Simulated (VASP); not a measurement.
## WS2 under changes of volume

One of the cells (50.583 Å³/atom); the others are scaled copies at fixed shape and fractional positions:

```xyz
3
Lattice="3.2046 0.0000 0.0000 -1.6023 2.7753 0.0000 0.0000 0.0000 17.0628" Properties=species:S:1:pos:R:3 pbc="T T T"
W     0.0000    0.0000    0.0000
S     0.0000    1.8502    1.5698
S     0.0000    1.8502   15.4930
```

| Property | Result |
| --- | --- |
| Program | VASP 6.6.1 |
| Functional | PBEsol |
| Potentials or basis | VASP PAW PBE potentials, release 64 (W_sv, S) |
| Cutoff | 520 eV |
| k mesh | 10 × 10 × 2 |
| Occupations | fermi-dirac, width 0.05 eV |
| Spin | no spin polarisation |

| volume (Å³/atom) | energy over the lowest point (meV/atom) | gap on the mesh (eV) | largest force (eV/Å) |
| --- | --- | --- | --- |
| 46.616 | 18.96 | 2.18 | 1.103 |
| 47.608 | 5.13 | 2.12 | 0.669 |
| 48.600 | 0.00 | 2.05 | 0.267 |
| 50.583 | 12.30 | 1.94 | 0.448 |
| 51.575 | ? | ? | ? |
| 52.567 | 49.74 | 1.83 | 1.059 |

Problem. What does the run at 51.575 Å³/atom give?

Solution. Energy over the lowest point 28.22 meV/atom; gap on the mesh 1.88 eV; largest force 0.765 eV/Å.

Worked out: A Birch-Murnaghan fit of order 3 (a polynomial in V^(-2/3)) to the other rows has its minimum at 48.74 Å³/atom with B0 = V·E''(V) = 61 GPa and B' = 4.4 at fixed shape and positions, which overstates the stiffness. It gives 28.21 meV/atom at 51.575 Å³/atom, against the run's 28.22. A straight line through the other rows of the gap, of slope -2.91 eV per unit of ln V, gives 1.88 eV, against the run's 1.88.

Energies are extrapolated to zero smearing.

Caveats: the PAW data sets were made with another functional, which shifts forces and pressure a little; spin-orbit coupling is left out, which moves the levels of the heavy elements.

A mesh can miss the band edges.
